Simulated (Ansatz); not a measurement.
Crystal: NaCl.

```xyz
2
Lattice="0.0000 2.7941 2.7941 2.7941 0.0000 2.7941 2.7941 2.7941 0.0000" Properties=species:S:1:pos:R:3 pbc="T T T"
Cl    2.7941    2.7941    2.7941
Na    0.0000    0.0000    0.0000
```

The cell is a database's computed one.

Base run:

| Quantity | Value |
| --- | --- |
| Program | Ansatz 0.2.0 |
| Functional | HSE06 |
| Potentials or basis | Ansatz PAW |
| Cutoff | 420 eV (not typed: the program's choice for these potentials) |
| k mesh | 6 × 6 × 6 |
| Occupations | fermi-dirac, width 0.05 eV |
| Spin | no spin polarisation |

Its results: band gap on the k mesh 6.60 eV, direct; pressure 0.9 GPa.

Task: The run is repeated on the same cell with these changes: functional from HSE06 to PBE0. What comes out?

Result: Band gap on the k mesh 7.32 eV, direct; pressure 0.9 GPa.

Caveats: the PAW data sets come from PBE, with cores solved anew for the run's functional, which leaves a small shift of forces and pressure; the thresholds are loose for stress.
